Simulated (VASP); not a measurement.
# MnS (P6_3mc) in VASP: notebook, part 2 of 2

VASP 6.6.1. The steps go on from the part before.

## Step 4: Single point, LDA, collinear spin, typed start

INCAR

```
PREC = Accurate ; ENCUT = 520
EDIFF = 1E-7 ; ISMEAR = -1
SIGMA = 0.1 ; LREAL = False
LASPH = True ; NELM = 150
ALGO = Normal ; ISIF = 2
LWAVE = False ; LCHARG = True
ISPIN = 2 ; MAGMOM = 4.5 4.5 0 0
LORBIT = 11 ; LMAXMIX = 4
LELF = True ; LVHAR = True
NBANDS = 31
```

KPOINTS

```
Automatic mesh
0
Gamma
  7 7 4
```

POSCAR

```
MnS
1.0
    3.9760013000      0.0000000000      0.0000000000
   -1.9880006500      3.4433181300      0.0000000000
    0.0000000000      0.0000000000      6.4320000000
Mn S
2 2
Direct
    0.3333333300      0.6666666700      0.0000000000
    0.6666666700      0.3333333300      0.5000000000
    0.3333333300      0.6666666700      0.3850000000
    0.6666666700      0.3333333300      0.8850000000
```

Potentials or basis: VASP PAW LDA potentials, release 64 (Mn_pv, S).

Command:

```
cat potpaw_LDA.64/Mn_pv/POTCAR potpaw_LDA.64/S/POTCAR > POTCAR
mpirun -np 1 vasp_std > vasp.out
```

OUTCAR:

```text
PREC = Accurate
   ENCUT = 520
   EDIFF = 1E-7
   ISMEAR = -1
   LREAL = False
   LASPH = True
   NELM = 150
   ISIF = 2
   ISPIN = 2
   LORBIT = 11

 ion  position               nearest neighbor table
   1  0.333  0.667  0.000-   4 2.41   4 2.41   4 2.41   3 2.48
   2  0.667  0.333  0.500-   3 2.41   3 2.41   3 2.41   4 2.48
   3  0.333  0.667  0.385-   2 2.41   2 2.41   2 2.41   1 2.48
   4  0.667  0.333  0.885-   1 2.41   1 2.41   1 2.41   2 2.48

  LATTYP: Found a hexagonal cell.
 ALAT       =     3.9760013000
 C/A-ratio  =     1.6177057085

  Lattice vectors:

 A1 = (   3.9760013000,   0.0000000000,   0.0000000000)
 A2 = (  -1.9880006500,   3.4433181300,   0.0000000000)
 A3 = (   0.0000000000,   0.0000000000,   6.4320000000)

Analysis of symmetry for initial positions (statically):
=====================================================================
 Subroutine PRICEL returns:
 Original cell was already a primitive cell.

 Routine SETGRP: Setting up the symmetry group for a
 hexagonal supercell.

 Subroutine GETGRP returns: Found 12 space group operations
 (whereof  6 operations were pure point group operations)
 out of a pool of 24 trial point group operations.

The static configuration has the point symmetry C_3v.
 The point group associated with its full space group is C_6v.

Analysis of symmetry for dynamics (positions and initial velocities):
=====================================================================
 Subroutine PRICEL returns:
 Original cell was already a primitive cell.

 Routine SETGRP: Setting up the symmetry group for a
 hexagonal supercell.

 Subroutine GETGRP returns: Found 12 space group operations
 (whereof  6 operations were pure point group operations)
 out of a pool of 24 trial point group operations.

The dynamic configuration has the point symmetry C_3v.
 The point group associated with its full space group is C_6v.

Analysis of structural, dynamic, and magnetic symmetry:
[... 162 lines left out ...]
  energy without entropy =      -29.59664061  energy(sigma->0) =      -29.63644636

 E-fermi :   4.0785     XC(G=0):  -9.7036

 val. band max:        4.0608711215   @ k =   0.2857  -0.0000   0.0000
 cond. band min:       4.1114068311   @ k =   0.2857   0.2857   0.0000
 fundamental gap:      0.0505357096
 Fermi energy:         4.0784551044

 spin component 1

 k-point     1 :       0.0000    0.0000    0.0000
  band No.  band energies     occupation
      1     -45.8447      1.00000
      2     -45.8412      1.00000
      3     -45.8412      1.00000
      4     -45.8412      1.00000
      5     -45.8406      1.00000
      6     -45.8406      1.00000
[... 805 lines left out ...]
     30      10.4415      0.00000
     31      12.1921      0.00000
 Fermi energy:         4.0784551044

 spin component 2

 k-point     1 :       0.0000    0.0000    0.0000
  band No.  band energies     occupation
      1     -41.7778      1.00000
      2     -41.7778      1.00000
      3     -41.7770      1.00000
      4     -41.7770      1.00000
      5     -41.7633      1.00000
      6     -41.7584      1.00000
[... 805 lines left out ...]
     30      11.3322      0.00000
     31      13.0363      0.00000

------------------------ aborting loop because EDIFF is reached ----------------------------------------

  FORCE on cell =-STRESS in cart. coord.  units (eV):
  Direction    XX          YY          ZZ          XY          YZ          ZX
  --------------------------------------------------------------------------------------
  -------------------------------------------------------------------------------------
  Total       -3.0216618     -3.0216618     -3.5720166      0.0000000      0.0000000     -0.0000000
  in kB      -54.9777217    -54.9777216    -64.9911684      0.0000000      0.0000000     -0.0000000
  external PRESSURE =     -58.3155373 kB  Pullay stress =       0.0000000 kB

 VOLUME and BASIS-vectors are now :
 -----------------------------------------------------------------------------
  energy-cutoff  :      520.00
  volume of cell :       88.06
      direct lattice vectors                 reciprocal lattice vectors
     3.976001300  0.000000000  0.000000000     0.251508972  0.145208773  0.000000000
    -1.988000650  3.443318130  0.000000000     0.000000000  0.290417546  0.000000000
     0.000000000  0.000000000  6.432000000     0.000000000  0.000000000  0.155472637

 POSITION                                       TOTAL-FORCE (eV/Angst)
 -----------------------------------------------------------------------------------
     -0.00000      2.29555      0.00000        -0.000000      0.000000      0.170358
      1.98800      1.14777      3.21600         0.000000     -0.000000      0.170358
     -0.00000      2.29555      2.47632         0.000000      0.000000     -0.170358
      1.98800      1.14777      5.69232        -0.000000     -0.000000     -0.170358
 -----------------------------------------------------------------------------------
    total drift:                               -0.000020      0.000011      0.000053

  FREE ENERGIE OF THE ION-ELECTRON SYSTEM (eV)
  ---------------------------------------------------
  free  energy   TOTEN  =       -29.6762521071 eV

  energy  without entropy=      -29.5966406141  energy(sigma->0) =      -29.63644636

 total charge

# of ion       s       p       d       tot
------------------------------------------
    1        0.266   6.207   4.935  11.408
    2        0.266   6.207   4.935  11.408
    3        1.317   2.408   0.000   3.724
    4        1.317   2.408   0.000   3.724
--------------------------------------------------
tot          3.165  17.230   9.870  30.264

 magnetization (x)

# of ion       s       p       d       tot
------------------------------------------
    1        0.042   0.059   4.071   4.173
    2        0.042   0.059   4.071   4.173
    3        0.011   0.080   0.000   0.091
    4        0.011   0.080   0.000   0.091
--------------------------------------------------
tot          0.107   0.280   8.142   8.528
```

stdout:

```text
POSCAR found type information on POSCAR MnS
 POSCAR found :  2 types and       4 ions
 scaLAPACK will be used
 LDA part: xc-table for (Slater(with rela. corr.)+CA(PZ))
 , standard interpolation
 POSCAR, INCAR and KPOINTS ok, starting setup
 FFT: planning ... GRIDC
 FFT: planning ... GRID_SOFT
 FFT: planning ... GRID
 WAVECAR not read
 entering main loop
```

Run time: 84 s. Hardware: 1 thread of Intel Xeon Platinum 8488C (Sapphire Rapids), shared host; peak memory 0.23 GiB.

What came out:

- Free energy: -29.6763 eV
- Pressure: -5.8 GPa
- Largest force: 0.170 eV/Å
- Band gap on the k mesh: none (metal or under the smearing width)
- Net moment: 9.53 μB per cell
- Site moments: Mn +4.17; S +0.09 μB
- Valence electrons inside the program's atomic spheres: Mn 11.41; S 3.72

Forces in eV/Å, atoms in the order of the input:
```
Mn   0.000  0.000  0.170
Mn   0.000  0.000  0.170
S    0.000  0.000 -0.170
S    0.000  0.000 -0.170
```

Stress tensor (GPa, compression positive):
```
-5.50  0.00  0.00
 0.00 -5.50  0.00
 0.00  0.00 -6.50
```

Levels at points of the mesh, in eV from the Fermi level:
Spin up:
| k point | band 20 | band 21 | band 22 | band 23 | band 24 | band 25 | band 26 | band 27 | band 28 | band 29 |
| --- | --- | --- | --- | --- | --- | --- | --- | --- | --- | --- |
| (0.00, 0.00, 0.00) | -0.37 | -0.37 | 0.29 | 0.55 | 0.55 | 1.15 | 2.78 | 5.90 | 5.90 | 6.29 |
| (0.00, 0.00, 0.50) | -1.29 | 0.06 | 0.06 | 0.06 | 0.06 | 2.74 | 2.74 | 5.68 | 5.68 | 6.22 |
Spin down:
```csv
k point,band 12,band 13,band 14,band 15,band 16,band 17
"(0.00, 0.00, 0.00)",-3.19,-3.19,-2.98,0.43,0.43,0.90
"(0.00, 0.00, 0.50)",-3.21,-3.21,-3.21,0.71,0.71,0.71
```

Caveat: semilocal functionals often make such compounds metallic where correlation or magnetic order opens a gap, which also shifts bond lengths.
